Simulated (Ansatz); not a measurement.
Input, command and steps of an Ansatz relaxation.

```yaml
crystal:
  lattice:
    - [0.0, -6.661821405, 0.0]
    - [0.0, -2.220607135, 9.4492875342]
    - [-9.6155109536, -3.3309107025, 0.0]
  atoms:
    - { symbol: Zn, position: [0.6001454026, 1.0000176581, 0.7996793562] }
    - { symbol: Zn, position: [0.8012672622, 1.0040188769, 0.3996627231] }
    - { symbol: Zn, position: [0.1994721542, 1.0022799333, 0.6012180064] }
    - { symbol: Zn, position: [0.4018835341, 0.9973117397, 0.2014141688] }
    - { symbol: Zn, position: [-6.69133e-05, 0.9980217845, 0.0001658857] }
    - { symbol: Zn, position: [0.3762160899, 0.6669236144, 0.8019042263] }
    - { symbol: Zn, position: [0.5733161733, 0.6695709501, 0.4045755461] }
    - { symbol: Zn, position: [0.9764107709, 0.6686246058, 0.6007413335] }
    - { symbol: Zn, position: [0.1764147991, 0.6682553826, 0.2014400632] }
    - { symbol: Zn, position: [0.7769830011, 0.6675690265, 0.0010463947] }
    - { symbol: Zn, position: [0.1536019376, 0.3370009716, 0.8040059922] }
    - { symbol: Zn, position: [0.3621674334, 0.3349575447, 0.4029819745] }
    - { symbol: Zn, position: [0.7608129332, 0.3343652301, 0.5970118544] }
    - { symbol: Zn, position: [0.9668844005, 0.3379098591, 0.189102004] }
    - { symbol: Zn, position: [0.5425216803, 0.3347281681, 0.0020052741] }
    - { symbol: S, position: [0.5222317877, 0.2492121463, 0.7960257672] }
    - { symbol: S, position: [0.7272194898, 0.253715349, 0.3941025737] }
    - { symbol: S, position: [0.1198070402, 0.251699285, 0.6010873902] }
    - { symbol: S, position: [0.3238724595, 0.2433820522, 0.2068078542] }
    - { symbol: S, position: [0.9080627611, 0.2488332693, -0.0017392981] }
    - { symbol: S, position: [0.0716557396, 0.5838882797, 0.8034788768] }
    - { symbol: S, position: [0.2713206449, 0.5847736199, 0.4014334034] }
    - { symbol: S, position: [0.6714199437, 0.5842592176, 0.6021683919] }
    - { symbol: S, position: [0.8685526468, 0.5884767556, 0.2040190288] }
    - { symbol: S, position: [0.4704982714, 0.5818053973, 0.0019429218] }
    - { symbol: S, position: [0.2948269148, 0.9162221161, 0.800444126] }
    - { symbol: S, position: [0.4956429796, 0.9183517259, 0.4021476115] }
    - { symbol: S, position: [0.895337973, 0.9180389291, 0.5996490279] }
    - { symbol: S, position: [0.0950772985, 0.9171492056, 0.2003521066] }
    - { symbol: S, position: [0.6936173923, 0.9162118354, -5.31235e-05] }
    - { symbol: H, position: [0.1633162232, 0.4017361654, 0.0281609754] }
  host:
    lattice:
      - [1.9231021907, 1.1103035675, 9.4492875342]
      - [-1.9231021907, 1.1103035675, 9.4492875342]
      - [0.0, -2.220607135, 9.4492875342]
    atoms:
      - { symbol: Zn, position: [0.9999659065, 0.9999659065, 0.9999659065] }
      - { symbol: Zn, position: [0.2222538456, 0.2222538456, 0.2222538456] }
      - { symbol: Zn, position: [0.4445320866, 0.4445320866, 0.4445320866] }
      - { symbol: S, position: [0.0832951075, 0.0832951075, 0.0832951075] }
      - { symbol: S, position: [0.527853098, 0.527853098, 0.527853098] }
      - { symbol: S, position: [0.3054259557, 0.3054259557, 0.3054259557] }
total_charge: -1
basis:
  ecutwfc: 420
  xc_grid: 2
kpoints:
  mp_grid: { grid: [2, 2, 2], shift: [0.0, 0.0, 0.0] }
hamiltonian:
  xc: pbe
scf:
  occupations: { method: gaussian, width: 0.01 }
output:
  forces: true
  stress: false
  eigenvalues: true
  charged_corrections:
    defect_position: [0.185, 0.45, 0.005]
    epsilon: [[9.1424, 0.0, 0.0], [0.0, 9.1424, 0.0], [0.0, 0.0, 9.5496]]
  write_density: true
  write_potential: true
  elf: true
  volumetric_format: npy
relax:
  adjacent_minimum: "off"
  f_tol: 0.025
  max_steps: 45
```

```bash
ansatz run input.yaml --threads 4 --pin off --max-ram 10240MiB --backend cpu --events-out ev --progress --plain --runs-dir out
```

All numbers below come from Ansatz 0.2.0, DFT PBE, scalar-relativistic, plane waves, PAW.

The cell holds a point defect: H interstitial, charge −1.

Of 7 frames 6 are shown, positions in Å and forces in eV/Å; the SCF threshold varies from step to step.

```xyz
31
Lattice="0.0000 -6.6618 0.0000 0.0000 -2.2206 9.4493 -9.6155 -3.3309 0.0000" Properties=species:S:1:pos:R:3:forces:R:3 pbc="T T T" step=1 free_energy_over_end_meV_per_atom=20.60
Zn   -7.6893   -8.8824    9.4495   -0.0291   -0.0450    0.1903
Zn   -3.8430   -8.8987    9.4873    0.0135    0.0392    0.0848
Zn   -5.7810   -5.5571    9.4708    0.0547   -0.0336    0.0765
Zn   -1.9367   -5.5628    9.4239   -0.0340   -0.0826    0.1999
Zn   -0.0016   -2.2163    9.4306    0.0055    0.1114    0.3962
Zn   -7.7107   -6.6583    6.3020   -0.1251   -0.0247   -0.1257
Zn   -3.8902   -6.6538    6.3270    0.2732   -0.1698   -0.0026
Zn   -5.7764   -9.9904    6.3180   -0.1771   -0.1262   -0.0842
Zn   -1.9369   -3.3302    6.3145    0.1167    0.1083   -0.1596
Zn   -0.0101   -6.6620    6.3081   -0.1708    0.0796   -0.1572
Zn   -7.7309   -4.4497    3.1844   -0.5781   -0.2871   -0.1063
Zn   -3.8749   -4.4988    3.1651    0.1822    0.0917   -0.2359
Zn   -5.7406   -7.7995    3.1595   -0.0572    0.0474   -0.1425
Zn   -1.8183   -7.8215    3.1930    0.8774   -0.6598    0.2866
Zn   -0.0193   -4.3642    3.1629   -0.0656    0.4684   -0.1514
S    -7.6542   -6.6839    2.3549    0.2874    0.0664   -0.1267
S    -3.7895   -6.7207    2.3974   -0.1287   -0.0198   -0.0235
S    -5.7798   -3.3592    2.3784   -0.0702   -0.0204    0.0349
S    -1.9886   -3.3869    2.2998   -0.5053   -0.2563   -0.2040
S     0.0167   -6.5961    2.3513    0.1572    0.6346   -0.6049
S    -7.7259   -4.4503    5.5173    0.4553    0.1845    0.2935
S    -3.8600   -4.4432    5.5257   -0.0496    0.0123    0.0094
S    -5.7902   -7.7761    5.5208   -0.0667   -0.0055    0.0056
S    -1.9617   -7.7725    5.5607   -0.4695    0.3435    0.4080
S    -0.0187   -4.4328    5.4976    0.0110   -0.2855    0.3910
S    -7.6967   -6.6649    8.6576    0.0234   -0.0105   -0.0541
S    -3.8669   -6.6807    8.6778   -0.1837    0.0104   -0.0538
S    -5.7659  -10.0006    8.6748    0.0529   -0.0125   -0.0466
S    -1.9265   -3.3374    8.6664   -0.0185   -0.0079   -0.0535
S     0.0005   -6.6551    8.6575    0.0406    0.0318   -0.1165
H    -0.2708   -2.0739    3.7961    0.1784   -0.1824    0.0726
31
Lattice="0.0000 -6.6618 0.0000 0.0000 -2.2206 9.4493 -9.6155 -3.3309 0.0000" Properties=species:S:1:pos:R:3:forces:R:3 pbc="T T T" step=2 free_energy_over_end_meV_per_atom=7.44
Zn   -7.6847   -8.8793    9.4461   -0.0075   -0.0095    0.1090
Zn   -3.8324   -8.9077    9.5178    0.0285   -0.0180    0.1367
Zn   -5.7999   -5.5595    9.4923   -0.0098   -0.0080    0.0960
Zn   -1.9621   -5.5731    9.4079   -0.0003   -0.0061    0.0706
Zn   -0.0066   -2.1842    9.4212   -0.0053    0.0215    0.1954
Zn   -7.7278   -6.6500    6.2858   -0.0850   -0.0191   -0.0655
Zn   -3.9144   -6.6498    6.3385    0.0556   -0.0440   -0.0220
Zn   -5.7748   -9.9873    6.3195   -0.0842   -0.0589   -0.0477
Zn   -1.9443   -3.3144    6.2972    0.0709    0.0351   -0.0598
Zn   -0.0252   -6.6594    6.2876   -0.0797    0.0485   -0.0670
Zn   -7.8239   -4.4494    3.1838   -0.4555   -0.2013   -0.0491
Zn   -3.8978   -4.5395    3.1409    0.0317   -0.0369   -0.1506
Zn   -5.7233   -7.8113    3.1426    0.0620    0.0106   -0.1240
Zn   -1.6684   -7.8909    3.2309    0.7286   -0.4715    0.2167
Zn   -0.0276   -4.2498    3.1567   -0.0400    0.5136    0.0503
S    -7.6153   -6.6635    2.3396    0.2119   -0.0028   -0.1631
S    -3.7112   -6.7891    2.4323   -0.3475    0.1703   -0.1336
S    -5.8273   -3.3892    2.4005    0.0924    0.0355   -0.0567
S    -2.0512   -3.4138    2.2680   -0.1673    0.0152   -0.0322
S     0.0250   -6.4670    2.3069    0.0277   -0.1011   -0.1396
S    -7.7080   -4.4287    5.5304    0.2087    0.1020    0.1971
S    -3.8681   -4.4448    5.5103   -0.0210    0.0201    0.0661
S    -5.8069   -7.7753    5.5098   -0.0237    0.0140    0.0498
S    -2.0013   -7.7431    5.5963   -0.0578    0.0725    0.0785
S    -0.0310   -4.4379    5.5069    0.0030   -0.2224    0.2437
S    -7.7087   -6.6592    8.6459    0.0133    0.0064   -0.0248
S    -3.9038   -6.6934    8.6857   -0.0298    0.0183   -0.0571
S    -5.7549  -10.0036    8.6797    0.0043   -0.0099   -0.0329
S    -1.9246   -3.3371    8.6550   -0.0250   -0.0034   -0.0197
S    -0.0026   -6.6305    8.6336    0.0081   -0.0140   -0.0114
H    -0.1349   -2.1979    3.8608   -0.1067    0.1427   -0.2521
31
Lattice="0.0000 -6.6618 0.0000 0.0000 -2.2206 9.4493 -9.6155 -3.3309 0.0000" Properties=species:S:1:pos:R:3:forces:R:3 pbc="T T T" step=3 free_energy_over_end_meV_per_atom=2.43
Zn   -7.6805   -8.8823    9.4432    0.0084    0.0181    0.0059
Zn   -3.8280   -8.9123    9.5418    0.0185   -0.0387    0.1141
Zn   -5.8151   -5.5662    9.5152   -0.0435    0.0041    0.0791
Zn   -1.9795   -5.5789    9.4060    0.0187    0.0345   -0.0435
Zn   -0.0128   -2.1714    9.4494   -0.0036   -0.0437    0.0571
Zn   -7.7457   -6.6539    6.2815    0.0014   -0.0067    0.0406
Zn   -3.9242   -6.6525    6.3386   -0.1361    0.0694   -0.0056
Zn   -5.7721   -9.9868    6.3224    0.0436    0.0211    0.0156
Zn   -1.9404   -3.3105    6.2925   -0.0183   -0.0381    0.0668
Zn   -0.0356   -6.6755    6.2916    0.0086   -0.0399    0.0606
Zn   -7.9186   -4.4742    3.1954   -0.2008   -0.0537   -0.0250
Zn   -3.9209   -4.5636    3.1222   -0.0867   -0.1108   -0.0581
Zn   -5.7045   -7.8321    3.1263    0.1031   -0.0425   -0.0900
Zn   -1.5479   -7.9437    3.2555    0.2675   -0.1005    0.0515
Zn   -0.0310   -4.1218    3.1738    0.0158    0.2181    0.0529
S    -7.5682   -6.6572    2.3167    0.1181   -0.0786   -0.0846
S    -3.6826   -6.8191    2.4467   -0.3203    0.2136   -0.1211
S    -5.8726   -3.4217    2.4179    0.1848    0.1059   -0.0712
S    -2.1025   -3.4182    2.2542    0.0511    0.1360    0.1175
S     0.0283   -6.3719    2.3076   -0.0620   -0.2980    0.0479
S    -7.6892   -4.4194    5.5589   -0.0995   -0.0347    0.0069
S    -3.8702   -4.4452    5.5056    0.0099    0.0041    0.0569
S    -5.8192   -7.7758    5.5044    0.0199    0.0052    0.0496
S    -2.0178   -7.7343    5.6166    0.2926   -0.1658   -0.2300
S    -0.0387   -4.4679    5.5381   -0.0046    0.1368   -0.0760
S    -7.7215   -6.6568    8.6460    0.0033   -0.0044   -0.0019
S    -3.9268   -6.6995    8.6849    0.0763    0.0010   -0.0403
S    -5.7472  -10.0117    8.6836   -0.0287    0.0001   -0.0344
S    -1.9246   -3.3367    8.6559   -0.0157    0.0011    0.0038
S    -0.0073   -6.6277    8.6363   -0.0229    0.0112   -0.0084
H    -0.0210   -2.1910    3.7022   -0.1993    0.0759    0.0633
31
Lattice="0.0000 -6.6618 0.0000 0.0000 -2.2206 9.4493 -9.6155 -3.3309 0.0000" Properties=species:S:1:pos:R:3:forces:R:3 pbc="T T T" step=5 free_energy_over_end_meV_per_atom=0.04
Zn   -7.6909   -8.8885    9.4193    0.0081    0.0032   -0.0042
Zn   -3.8524   -8.9035    9.5419   -0.0050    0.0051   -0.0101
Zn   -5.8052   -5.5662    9.4975    0.0030   -0.0008   -0.0101
Zn   -1.9733   -5.5692    9.3989   -0.0101    0.0002   -0.0039
Zn   -0.0222   -2.1988    9.4979   -0.0001   -0.0090   -0.0221
Zn   -7.7445   -6.6621    6.2936    0.0084   -0.0018    0.0144
Zn   -3.9201   -6.6602    6.3030   -0.0041    0.0051    0.0034
Zn   -5.7728   -9.9943    6.3024    0.0030   -0.0002   -0.0033
Zn   -1.9378   -3.3299    6.3166   -0.0094   -0.0051    0.0171
Zn   -0.0307   -6.7037    6.3057    0.0034    0.0076    0.0157
Zn   -7.8995   -4.4697    3.1605    0.0210   -0.0114   -0.0090
Zn   -3.9360   -4.5499    3.1099   -0.0023    0.0041    0.0041
Zn   -5.6929   -7.8196    3.1054   -0.0024    0.0055    0.0045
Zn   -1.4887   -7.9775    3.2713   -0.0106    0.0038   -0.0133
Zn   -0.0298   -3.9872    3.2390    0.0094   -0.0080   -0.0177
S    -7.5668   -6.6612    2.2889   -0.0129    0.0112    0.0084
S    -3.7374   -6.7619    2.4185   -0.0142    0.0072   -0.0091
S    -5.8485   -3.3880    2.3895    0.0053    0.0160    0.0061
S    -2.1048   -3.3855    2.2548    0.0028    0.0019    0.0094
S     0.0100   -6.4092    2.3470    0.0040   -0.0004    0.0270
S    -7.6960   -4.4376    5.5370    0.0093    0.0005   -0.0028
S    -3.8639   -4.4472    5.5010   -0.0038   -0.0004   -0.0070
S    -5.8192   -7.7802    5.4947   -0.0006   -0.0052   -0.0091
S    -1.9916   -7.7665    5.5820    0.0096   -0.0111    0.0049
S    -0.0362   -4.4828    5.5611    0.0024    0.0011    0.0209
S    -7.7242   -6.6571    8.6527   -0.0002    0.0076   -0.0019
S    -3.9080   -6.6951    8.6544   -0.0038   -0.0042   -0.0036
S    -5.7594  -10.0119    8.6578   -0.0002   -0.0060   -0.0016
S    -1.9379   -3.3309    8.6685   -0.0004    0.0084    0.0002
S    -0.0170   -6.6524    8.6475    0.0047   -0.0109    0.0046
H    -0.0405   -2.2321    3.8124   -0.0145   -0.0141   -0.0116
31
Lattice="0.0000 -6.6618 0.0000 0.0000 -2.2206 9.4493 -9.6155 -3.3309 0.0000" Properties=species:S:1:pos:R:3:forces:R:3 pbc="T T T" step=6 free_energy_over_end_meV_per_atom=0.03
Zn   -7.6861   -8.8866    9.4176   -0.0054   -0.0015    0.0059
Zn   -3.8586   -8.9002    9.5360    0.0026   -0.0015    0.0090
Zn   -5.8021   -5.5639    9.4942   -0.0002   -0.0002    0.0091
Zn   -1.9799   -5.5708    9.3978    0.0061   -0.0005    0.0082
Zn   -0.0228   -2.2012    9.5029    0.0000    0.0070    0.0114
Zn   -7.7369   -6.6620    6.3032   -0.0145    0.0050   -0.0240
Zn   -3.9148   -6.6620    6.2954    0.0048   -0.0055    0.0001
Zn   -5.7703   -9.9961    6.2948   -0.0105   -0.0053   -0.0016
Zn   -1.9404   -3.3323    6.3276    0.0149    0.0067   -0.0239
Zn   -0.0254   -6.6977    6.3186   -0.0034   -0.0075   -0.0241
Zn   -7.8893   -4.4711    3.1578    0.0026    0.0089    0.0093
Zn   -3.9387   -4.5458    3.1085    0.0007   -0.0018   -0.0050
Zn   -5.6973   -7.8107    3.1061    0.0037   -0.0043   -0.0036
Zn   -1.4976   -7.9774    3.2667    0.0058   -0.0164    0.0173
Zn   -0.0295   -3.9994    3.2362   -0.0131    0.0176    0.0183
S    -7.5701   -6.6578    2.2883    0.0114   -0.0061   -0.0066
S    -3.7426   -6.7580    2.4139    0.0005    0.0051   -0.0032
S    -5.8470   -3.3790    2.3881   -0.0047   -0.0049   -0.0048
S    -2.1080   -3.3892    2.2530    0.0025    0.0055   -0.0017
S     0.0123   -6.4116    2.3581   -0.0001    0.0033   -0.0255
S    -7.6961   -4.4393    5.5356    0.0093    0.0008    0.0042
S    -3.8614   -4.4482    5.4976   -0.0012    0.0024    0.0074
S    -5.8172   -7.7809    5.4923    0.0002    0.0030    0.0057
S    -1.9828   -7.7694    5.5846   -0.0119    0.0042    0.0029
S    -0.0330   -4.4790    5.5709    0.0001   -0.0092   -0.0037
S    -7.7235   -6.6540    8.6574    0.0032   -0.0045    0.0062
S    -3.9103   -6.6954    8.6475   -0.0037    0.0020   -0.0013
S    -5.7602  -10.0126    8.6517    0.0026    0.0031   -0.0023
S    -1.9398   -3.3295    8.6748   -0.0022   -0.0035    0.0044
S    -0.0161   -6.6539    8.6570   -0.0010    0.0005    0.0009
H    -0.0524   -2.2451    3.7967    0.0007   -0.0021    0.0108
31
Lattice="0.0000 -6.6618 0.0000 0.0000 -2.2206 9.4493 -9.6155 -3.3309 0.0000" Properties=species:S:1:pos:R:3:forces:R:3 pbc="T T T" step=7 free_energy_over_end_meV_per_atom=0.00
Zn   -7.6898   -8.8873    9.4191    0.0002   -0.0002   -0.0012
Zn   -3.8573   -8.9008    9.5370    0.0000   -0.0001    0.0003
Zn   -5.8037   -5.5638    9.4918   -0.0004    0.0006   -0.0010
Zn   -1.9772   -5.5711    9.3969   -0.0004   -0.0005   -0.0018
Zn   -0.0231   -2.2028    9.5033   -0.0008   -0.0009    0.0005
Zn   -7.7423   -6.6637    6.2969   -0.0004    0.0001    0.0015
Zn   -3.9186   -6.6617    6.2981   -0.0013    0.0014    0.0009
Zn   -5.7743   -9.9969    6.2963    0.0001    0.0006    0.0010
Zn   -1.9389   -3.3328    6.3222   -0.0002   -0.0007    0.0028
Zn   -0.0282   -6.7055    6.3129    0.0003   -0.0031   -0.0010
Zn   -7.8749   -4.4608    3.1521   -0.0033    0.0055   -0.0028
Zn   -3.9348   -4.5452    3.1093   -0.0022   -0.0017   -0.0010
Zn   -5.6959   -7.8071    3.1063    0.0006   -0.0005   -0.0011
Zn   -1.4907   -7.9820    3.2721    0.0083    0.0004   -0.0041
Zn   -0.0303   -3.9866    3.2441   -0.0049   -0.0005   -0.0021
S    -7.5710   -6.6547    2.2900    0.0010    0.0022   -0.0014
S    -3.7415   -6.7559    2.4138   -0.0006   -0.0007    0.0006
S    -5.8416   -3.3754    2.3854    0.0039    0.0014    0.0009
S    -2.1058   -3.3879    2.2514   -0.0016    0.0005    0.0001
S     0.0144   -6.4147    2.3562    0.0003   -0.0052    0.0053
S    -7.6961   -4.4414    5.5317    0.0010    0.0030    0.0009
S    -3.8638   -4.4478    5.4989   -0.0001   -0.0013   -0.0013
S    -5.8194   -7.7813    5.4926   -0.0001   -0.0012   -0.0012
S    -1.9894   -7.7699    5.5846    0.0000    0.0004    0.0038
S    -0.0352   -4.4860    5.5703   -0.0014   -0.0013    0.0038
S    -7.7240   -6.6556    8.6546    0.0000    0.0011   -0.0005
S    -3.9106   -6.6949    8.6490    0.0007   -0.0008   -0.0019
S    -5.7615  -10.0112    8.6527    0.0000   -0.0013   -0.0015
S    -1.9401   -3.3306    8.6723    0.0006    0.0008    0.0003
S    -0.0164   -6.6567    8.6538    0.0000    0.0006   -0.0013
H    -0.0559   -2.2480    3.8151    0.0010    0.0015    0.0026
```

It took 100 s on 4 threads of Intel(R) Xeon(R) Platinum 8259CL CPU @ 2.50GHz (Skylake/Cascade Lake), on a shared host, peak memory 2.6 GiB.